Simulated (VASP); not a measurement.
# Ru in VASP: further runs

Runs on Ru. Level: LDA. Tasks: single point, relaxation of the atoms.

Everything below comes from runs of VASP 6.6.1. Logs are shortened: lines on timing, memory, paths and dates and some standing lists are left out, and cuts for length are marked.

## 1. The slab as given

The cell holds a slab with vacuum, 12 atoms: a = 2.675 Å, b = 4.235 Å, c = 27.353 Å, α = 90.00°, β = 90.00°, γ = 90.00°.

The slab is cut from a database's or a generator's crystal, which needn't be the stable form of the element.

## 2. Single point, LDA

INCAR

```
SYSTEM = Ru
ALGO = Normal
DIPOL = 0.5 0.5 0.500
EDIFF = 1E-6
ENCUT = 520
ICORELEVEL = 1
IDIPOL = 3
ISIF = 2
ISMEAR = 1
LASPH = .True.
LCHARG = .False.
LDIPOL = .True.
LREAL = .False.
LUSENCCL = .False.
LVACPOTAV = .True.
LVHAR = .True.
LWAVE = .False.
NBANDS = 96
NELM = 80
PREC = Accurate
SIGMA = 0.1
```

KPOINTS

```
k-points
0
Gamma
  14 9 1
  0 0 0
```

POSCAR

```
Ru
1.0
    2.6745381300      0.0000000000      0.0000000000
    0.0000000000      4.2350900000      0.0000000000
    0.0000000000      0.0000000000     27.3531636200
Ru
12
Direct
    0.9999994400      0.7500000000      0.2741913200
    0.5000004200      0.2500000000      0.3024174600
    0.4999993900      0.7500000000      0.3588695600
    0.0000003700      0.2500000000      0.3870957000
    0.9999993400      0.7500000000      0.4435478100
    0.5000003200      0.2500000000      0.4717739500
    0.4999992900      0.7500000000      0.5282260500
    0.0000002800      0.2500000000      0.5564521900
    0.9999992400      0.7500000000      0.6129043000
    0.5000002300      0.2500000000      0.6411304400
    0.4999992000      0.7500000000      0.6975825400
    0.0000001800      0.2500000000      0.7258086800
```

Potentials or basis: VASP PAW LDA potentials, release 64 (Ru_pv).

Command:

```
cat potpaw_LDA.64/Ru_pv/POTCAR > POTCAR
mpirun -np 1 vasp_std > vasp.out
```

OUTCAR:

```text
SYSTEM = Ru
   EDIFF = 1E-6
   ENCUT = 520
   ISIF = 2
   ISMEAR = 1
   LASPH = .True.
   LREAL = .False.
   NELM = 80
   PREC = Accurate

 ion  position               nearest neighbor table
   1  1.000  0.750  0.274-   2 2.62   2 2.62   2 2.62   2 2.62   3 2.67   3 2.67
   2  0.500  0.250  0.302-   3 2.62   3 2.62   1 2.62   1 2.62   1 2.62   1 2.62   4 2.67   4 2.67

   3  0.500  0.750  0.359-   2 2.62   2 2.62   4 2.62   4 2.62   4 2.62   4 2.62   1 2.67   1 2.67
                             5 2.67   5 2.67
   4  0.000  0.250  0.387-   5 2.62   5 2.62   3 2.62   3 2.62   3 2.62   3 2.62   2 2.67   2 2.67
                             6 2.67   6 2.67
   5  1.000  0.750  0.444-   4 2.62   4 2.62   6 2.62   6 2.62   6 2.62   6 2.62   7 2.67   7 2.67
                             3 2.67   3 2.67
   6  0.500  0.250  0.472-   7 2.62   7 2.62   5 2.62   5 2.62   5 2.62   5 2.62   8 2.67   8 2.67
                             4 2.67   4 2.67
   7  0.500  0.750  0.528-   6 2.62   6 2.62   8 2.62   8 2.62   8 2.62   8 2.62   5 2.67   5 2.67
                             9 2.67   9 2.67
   8  0.000  0.250  0.556-   9 2.62   9 2.62   7 2.62   7 2.62   7 2.62   7 2.62   6 2.67   6 2.67
                            10 2.67  10 2.67
   9  1.000  0.750  0.613-   8 2.62   8 2.62  10 2.62  10 2.62  10 2.62  10 2.62  11 2.67  11 2.67
                             7 2.67   7 2.67
  10  0.500  0.250  0.641-  11 2.62  11 2.62   9 2.62   9 2.62   9 2.62   9 2.62  12 2.67  12 2.67
                             8 2.67   8 2.67
  11  0.500  0.750  0.698-  10 2.62  10 2.62  12 2.62  12 2.62  12 2.62  12 2.62   9 2.67   9 2.67

  12  0.000  0.250  0.726-  11 2.62  11 2.62  11 2.62  11 2.62  10 2.67  10 2.67

  LATTYP: Found a simple orthorhombic cell.
 ALAT       =     2.6745381300
 B/A-ratio  =     1.5834846221
 C/A-ratio  =    10.2272475809

  Lattice vectors:

 A1 = (   2.6745381300,   0.0000000000,   0.0000000000)
 A2 = (   0.0000000000,   4.2350900000,   0.0000000000)
 A3 = (   0.0000000000,   0.0000000000,  27.3531636200)

Analysis of symmetry for initial positions (statically):
=====================================================================
 Subroutine PRICEL returns:
 Original cell was already a primitive cell.

 Routine SETGRP: Setting up the symmetry group for a
 simple orthorhombic supercell.

 Subroutine GETGRP returns: Found  8 space group operations
 (whereof  4 operations were pure point group operations)
 out of a pool of  8 trial point group operations.

The static configuration has the point symmetry C_2h.
 The point group associated with its full space group is D_2h.

Analysis of symmetry for dynamics (positions and initial velocities):
[... 186 lines left out ...]
 the core state eigenenergies are
   1-  1s -21805.6289  2s  -3132.7630  2p  -2809.7210  3s   -544.8204  3p   -438.2231
       3d   -265.5621  4s    -67.9712
   2-  1s -21805.8599  2s  -3133.0579  2p  -2810.0102  3s   -545.1018  3p   -438.5045
       3d   -265.8486  4s    -68.2331
   3-  1s -21805.9273  2s  -3133.1607  2p  -2810.1088  3s   -545.2213  3p   -438.6238
       3d   -265.9683  4s    -68.3933
   4-  1s -21805.9101  2s  -3133.1482  2p  -2810.0957  3s   -545.2097  3p   -438.6122
       3d   -265.9569  4s    -68.3844
   5-  1s -21805.8027  2s  -3133.0444  2p  -2809.9915  3s   -545.1105  3p   -438.5130
       3d   -265.8574  4s    -68.2953
   6-  1s -21805.7956  2s  -3133.0376  2p  -2809.9847  3s   -545.1035  3p   -438.5060
       3d   -265.8505  4s    -68.2878
   7-  1s -21805.7956  2s  -3133.0376  2p  -2809.9847  3s   -545.1035  3p   -438.5060
       3d   -265.8505  4s    -68.2878
   8-  1s -21805.8027  2s  -3133.0444  2p  -2809.9915  3s   -545.1105  3p   -438.5130
       3d   -265.8574  4s    -68.2953
   9-  1s -21805.9101  2s  -3133.1482  2p  -2810.0957  3s   -545.2097  3p   -438.6122
       3d   -265.9569  4s    -68.3844
  10-  1s -21805.9273  2s  -3133.1607  2p  -2810.1088  3s   -545.2213  3p   -438.6238
       3d   -265.9683  4s    -68.3933
  11-  1s -21805.8599  2s  -3133.0579  2p  -2810.0102  3s   -545.1018  3p   -438.5045
       3d   -265.8486  4s    -68.2331
  12-  1s -21805.6289  2s  -3132.7630  2p  -2809.7210  3s   -544.8204  3p   -438.2231
       3d   -265.5621  4s    -67.9712

 E-fermi :   4.3109     XC(G=0):  -8.2430

 val. band max:        4.3067419401   @ k =   0.5000   0.3333   0.0000
 cond. band min:       4.3162687225   @ k =   0.4286   0.0000   0.0000
 fundamental gap:      0.0095267824
 Fermi energy:         4.3108614966

 k-point     1 :       0.0000    0.0000    0.0000
  band No.  band energies     occupation
      1     -39.3010      2.00000
      2     -39.2462      2.00000
      3     -39.0926      2.00000
      4     -39.0596      2.00000
      5     -38.9377      2.00000
      6     -38.9247      2.00000
[... 2365 lines left out ...]
     95       6.1758     -0.00000
     96       6.2230     -0.00000

 [... further k-points ...]

------------------------ aborting loop because EDIFF is reached ----------------------------------------

  FORCE on cell =-STRESS in cart. coord.  units (eV):
  Direction    XX          YY          ZZ          XY          YZ          ZX
  --------------------------------------------------------------------------------------
  -------------------------------------------------------------------------------------
  Total       -6.8395971     -9.0223630     -4.0794005      0.0000000      0.0000000      0.0000000
  in kB      -35.3689445    -46.6564700    -21.0954080      0.0000000      0.0000000      0.0000000
  external PRESSURE =     -34.3736075 kB  Pullay stress =       0.0000000 kB

 VOLUME and BASIS-vectors are now :
 -----------------------------------------------------------------------------
  energy-cutoff  :      520.00
  volume of cell :      309.83
      direct lattice vectors                 reciprocal lattice vectors
     2.674538130  0.000000000  0.000000000     0.373896333  0.000000000  0.000000000
     0.000000000  4.235090000  0.000000000     0.000000000  0.236122491  0.000000000
     0.000000000  0.000000000 27.353163620     0.000000000  0.000000000  0.036558842

 POSITION                                       TOTAL-FORCE (eV/Angst)
 -----------------------------------------------------------------------------------
      2.67454      3.17632      7.50000         0.000000      0.000000      1.019567
      1.33727      1.05877      8.27207         0.000000      0.000000     -0.262026
      1.33727      3.17632      9.81622         0.000000      0.000000     -0.555557
      0.00000      1.05877     10.58829        -0.000000      0.000000     -0.200147
      2.67454      3.17632     12.13244         0.000000      0.000000     -0.082146
      1.33727      1.05877     12.90451        -0.000000      0.000000     -0.037699
      1.33727      3.17632     14.44865         0.000000      0.000000      0.037699
      0.00000      1.05877     15.22073        -0.000000      0.000000      0.082146
      2.67454      3.17632     16.76487         0.000000      0.000000      0.200147
      1.33727      1.05877     17.53695        -0.000000      0.000000      0.555557
      1.33727      3.17632     19.08109        -0.000000      0.000000      0.262026
      0.00000      1.05877     19.85316         0.000000      0.000000     -1.019567
 -----------------------------------------------------------------------------------
    total drift:                                0.008072      0.001257     -0.000719

  FREE ENERGIE OF THE ION-ELECTRON SYSTEM (eV)
  ---------------------------------------------------
  free  energy   TOTEN  =      -123.1143345173 eV

  energy  without entropy=     -123.1138314644  energy(sigma->0) =     -123.11416683

 vacuum level on the upper side and lower side of the slab         9.451         9.451
```

OSZICAR:

```text
N       E                     dE             d eps       ncg     rms          rms(c)
DAV:   1     0.206569693631E+04    0.20657E+04   -0.10638E+05  8888   0.177E+03
DAV:   2    -0.428147529555E+02   -0.21085E+04   -0.20585E+04  8016   0.547E+02
DAV:   3    -0.127582767498E+03   -0.84768E+02   -0.81332E+02 10936   0.989E+01
[... 26 lines left out ...]
DAV:  30    -0.123114325222E+03   -0.14254E-04   -0.92427E-07  4912   0.311E-03    0.353E-03
DAV:  31    -0.123114330349E+03   -0.51267E-05   -0.20902E-07  4504   0.179E-03    0.332E-03
DAV:  32    -0.123114332831E+03   -0.24818E-05   -0.10199E-07  4432   0.103E-03    0.321E-03
DAV:  33    -0.123114333985E+03   -0.11543E-05   -0.91013E-08  4432   0.168E-03    0.899E-04
DAV:  34    -0.123114334517E+03   -0.53235E-06   -0.38199E-08  4384   0.606E-04
   1 F= -.12311433E+03 E0= -.12311417E+03  d E =-.503053E-03
```

stdout:

```text
Offloading initialized ...    1 GPUs detected
 POSCAR found type information on POSCAR Ru
 POSCAR found :  1 types and      12 ions
 scaLAPACK will be used selectively (only on CPU)
 LDA part: xc-table for (Slater(with rela. corr.)+CA(PZ))
 , standard interpolation
 POSCAR, INCAR and KPOINTS ok, starting setup
 FFT: planning ... GRIDC
 FFT: planning ... GRID_SOFT
 FFT: planning ... GRID
 WAVECAR not read
 entering main loop
 -----------------------------------------------------------------------------
|                                                                             |
|           W    W    AA    RRRRR   N    N  II  N    N   GGGG   !!!           |
|           W    W   A  A   R    R  NN   N  II  NN   N  G    G  !!!           |
|           W    W  A    A  R    R  N N  N  II  N N  N  G       !!!           |
|           W WW W  AAAAAA  RRRRR   N  N N  II  N  N N  G  GGG   !            |
|           WW  WW  A    A  R   R   N   NN  II  N   NN  G    G                |
|           W    W  A    A  R    R  N    N  II  N    N   GGGG   !!!           |
|                                                                             |
|     Did not find any points to average over, which means that no vacuum     |
|     field-free region was found. Please increase the size of  your cell     |
|     in the dimension of the dipole correction to obtain accurate            |
|     workfunction values.                                                    |
|                                                                             |
 -----------------------------------------------------------------------------
```

Wall time 21 min (1 × NVIDIA H100 80GB with 1 thread of AMD EPYC 7R13 (Zen 3), shared host); peak memory 1.8 GiB.

What came out:

```
Free energy                     : -123.1143 eV
Largest force                   : 1.020 eV/Å
Band gap on the k mesh          : none (metal or under the smearing width)
Work function of the upper face : 5.14 eV
Work function of the lower face : 5.14 eV
```

Forces in eV/Å, atoms in the order of the input:
```
Ru   0.000  0.000  1.020
Ru   0.000  0.000 -0.262
Ru   0.000  0.000 -0.556
Ru   0.000  0.000 -0.200
Ru   0.000  0.000 -0.082
Ru   0.000  0.000 -0.038
Ru   0.000  0.000  0.038
Ru   0.000  0.000  0.082
Ru   0.000  0.000  0.200
Ru   0.000  0.000  0.556
Ru   0.000  0.000  0.262
Ru   0.000  0.000 -1.020
```

Core levels (eV, on the scale of the bands):
```tsv
atom	levels
1 Ru	1s -21805.6, 2s -3132.8, 2p -2809.7, 3s -544.8, 3p -438.2, 3d -265.6, 4s -68.0
2 Ru	1s -21805.9, 2s -3133.1, 2p -2810.0, 3s -545.1, 3p -438.5, 3d -265.8, 4s -68.2
3 Ru	1s -21805.9, 2s -3133.2, 2p -2810.1, 3s -545.2, 3p -438.6, 3d -266.0, 4s -68.4
4 Ru	1s -21805.9, 2s -3133.1, 2p -2810.1, 3s -545.2, 3p -438.6, 3d -266.0, 4s -68.4
5 Ru	1s -21805.8, 2s -3133.0, 2p -2810.0, 3s -545.1, 3p -438.5, 3d -265.9, 4s -68.3
6 Ru	1s -21805.8, 2s -3133.0, 2p -2810.0, 3s -545.1, 3p -438.5, 3d -265.9, 4s -68.3
```

## 3. Relaxation of the atoms, LDA

INCAR

```
SYSTEM = Ru
ALGO = Normal
DIPOL = 0.5 0.5 0.500
EDIFF = 1E-6
EDIFFG = -0.02
ENCUT = 520
IBRION = 2
IDIPOL = 3
ISIF = 2
ISMEAR = 1
LASPH = .True.
LCHARG = .False.
LDIPOL = .True.
LREAL = .False.
LUSENCCL = .False.
LWAVE = .False.
NELM = 80
NSW = 80
PREC = Accurate
SIGMA = 0.1
```

KPOINTS is that of step 2.

POSCAR is that of step 2.

Potentials or basis: VASP PAW LDA potentials, release 64 (Ru_pv).

Command:

```
cat potpaw_LDA.64/Ru_pv/POTCAR > POTCAR
mpirun -np 1 vasp_std > vasp.out
```

Run time: 1.6 h. Hardware: 1 × NVIDIA H100 80GB with 1 thread of AMD EPYC 7R13 (Zen 3), shared host; peak memory 1.9 GiB.

It converged, with:

```yaml
Free_energy: -123.2326 eV
Energy_gained_by_relaxing: 9.9 meV/atom
Ionic_steps: 9
Largest_force_after_relaxing: 0.012 eV/Å
Band_gap_on_the_k_mesh: none (metal or under the smearing width)
```

Forces in eV/Å, atoms in the order of the input:
```
Ru   0.000  0.000 -0.007
Ru   0.000  0.000  0.012
Ru   0.000  0.000 -0.011
Ru   0.000  0.000 -0.004
Ru   0.000  0.000  0.004
Ru   0.000  0.000 -0.001
Ru   0.000  0.000  0.001
Ru   0.000  0.000 -0.004
Ru   0.000  0.000  0.004
Ru   0.000  0.000  0.011
Ru   0.000  0.000 -0.012
Ru   0.000  0.000  0.007
```

Step by step:
```tsv
step	energy change (eV)	largest force (eV/Å)	pressure (GPa)
1	0.0000	1.0196	-3.44
2	-0.0961	0.4198	-2.71
3	-0.1088	0.2295	-2.28
4	-0.1146	0.0818	-2.17
5	-0.1152	0.0552	-2.12
6	-0.1162	0.0487	-2.02
7	-0.1170	0.0868	-1.84
8	-0.1178	0.0560	-1.76
9	-0.1183	0.0118	-1.61
```

Final structure:
```
Ru
1.0
     2.67454    0.00000    0.00000
     0.00000    4.23509    0.00000
     0.00000    0.00000   27.35316
Ru
12
Direct
  0.00000 0.75000 0.27805
  0.50000 0.25000 0.30228
  0.50000 0.75000 0.35853
  0.00000 0.25000 0.38664
  0.00000 0.75000 0.44365
  0.50000 0.25000 0.47174
  0.50000 0.75000 0.52826
  0.00000 0.25000 0.55635
  0.00000 0.75000 0.61336
  0.50000 0.25000 0.64147
  0.50000 0.75000 0.69772
  0.00000 0.25000 0.72195
```

Levels at points of the mesh, in eV from the Fermi level:
```csv
k point,band 80,band 81,band 82,band 83,band 84,band 85,band 86,band 87,band 88,band 89
"(0.00, 0.00, 0.00)",-1.47,-1.26,-1.16,-0.98,-0.97,-0.93,-0.78,-0.67,-0.07,0.25
"(0.50, 0.00, 0.00)",-0.03,0.15,0.27,0.84,1.05,1.30,1.42,1.50,1.54,1.58
```

## 4. Single point, LDA

Edit INCAR of step 3 so:

```diff
@@ -4,5 +4,4 @@
 EDIFF = 1E-6
-EDIFFG = -0.02
 ENCUT = 520
-IBRION = 2
+ICORELEVEL = 1
 IDIPOL = 3
@@ -15,5 +14,7 @@
 LUSENCCL = .False.
+LVACPOTAV = .True.
+LVHAR = .True.
 LWAVE = .False.
+NBANDS = 96
 NELM = 80
-NSW = 80
 PREC = Accurate
```

KPOINTS is that of step 3.

POSCAR

```
Ru                                      
1.0
    2.6745381300      0.0000000000      0.0000000000
    0.0000000000      4.2350900000      0.0000000000
    0.0000000000      0.0000000000     27.3531636200
  Ru            
    12
Direct
     0.9999994400000034    0.7500000000000000    0.2780464243166454
     0.5000004199999992    0.2500000000000000    0.3022843040361144
     0.4999993899999993    0.7500000000000000    0.3585318521544430
     0.0000003700000022    0.2500000000000000    0.3866402669585424
     0.9999993400000022    0.7500000000000000    0.4436452904679726
     0.5000003199999981    0.2500000000000000    0.4717363169175692
     0.4999992899999981    0.7500000000000000    0.5282636830824309
     0.0000002800000019    0.2500000000000000    0.5563547095320275
     0.9999992400000011    0.7500000000000000    0.6133597330414575
     0.5000002299999977    0.2500000000000000    0.6414681478455571
     0.4999991999999978    0.7500000000000000    0.6977156959638858
     0.0000001800000007    0.2500000000000000    0.7219535756833546
```

Command:

```
cat potpaw_LDA.64/Ru_pv/POTCAR > POTCAR
mpirun -np 1 vasp_std > vasp.out
```

Run time: 27 min. Hardware: 1 × NVIDIA H100 80GB with 1 thread of AMD EPYC 7R13 (Zen 3), shared host; peak memory 1.9 GiB.

Results (log left out):

| Item | Value |
| --- | --- |
| Free energy | -123.2326 eV |
| Largest force | 0.012 eV/Å |
| Band gap on the k mesh | none (metal or under the smearing width) |
| Work function of the upper face | 5.14 eV |
| Work function of the lower face | 5.14 eV |

Forces in eV/Å, atoms in the order of the input:
```
Ru   0.000  0.000 -0.007
Ru   0.000  0.000  0.012
Ru   0.000  0.000 -0.011
Ru   0.000  0.000 -0.004
Ru   0.000  0.000  0.004
Ru   0.000  0.000 -0.001
Ru   0.000  0.000  0.001
Ru   0.000  0.000 -0.004
Ru   0.000  0.000  0.004
Ru   0.000  0.000  0.011
Ru   0.000  0.000 -0.012
Ru   0.000  0.000  0.007
```

Levels at points of the mesh, in eV from the Fermi level:
| k point | band 81 | band 82 | band 83 | band 84 | band 85 | band 86 | band 87 | band 88 |
| --- | --- | --- | --- | --- | --- | --- | --- | --- |
| (0.00, 0.00, 0.00) | -1.26 | -1.16 | -0.98 | -0.97 | -0.93 | -0.78 | -0.67 | -0.07 |
| (0.50, 0.00, 0.00) | 0.15 | 0.27 | 0.84 | 1.05 | 1.30 | 1.42 | 1.50 | 1.54 |

Core levels (eV, on the scale of the bands):
```csv
atom,levels
1 Ru,"1s -21805.6, 2s -3132.7, 2p -2809.7, 3s -544.8, 3p -438.2, 3d -265.5, 4s -68.0"
2 Ru,"1s -21805.8, 2s -3133.0, 2p -2810.0, 3s -545.1, 3p -438.5, 3d -265.8, 4s -68.2"
3 Ru,"1s -21806.0, 2s -3133.2, 2p -2810.1, 3s -545.3, 3p -438.7, 3d -266.0, 4s -68.5"
4 Ru,"1s -21805.9, 2s -3133.1, 2p -2810.1, 3s -545.2, 3p -438.6, 3d -265.9, 4s -68.4"
5 Ru,"1s -21805.8, 2s -3133.0, 2p -2810.0, 3s -545.1, 3p -438.5, 3d -265.8, 4s -68.3"
6 Ru,"1s -21805.8, 2s -3133.1, 2p -2810.0, 3s -545.1, 3p -438.5, 3d -265.9, 4s -68.3"
```
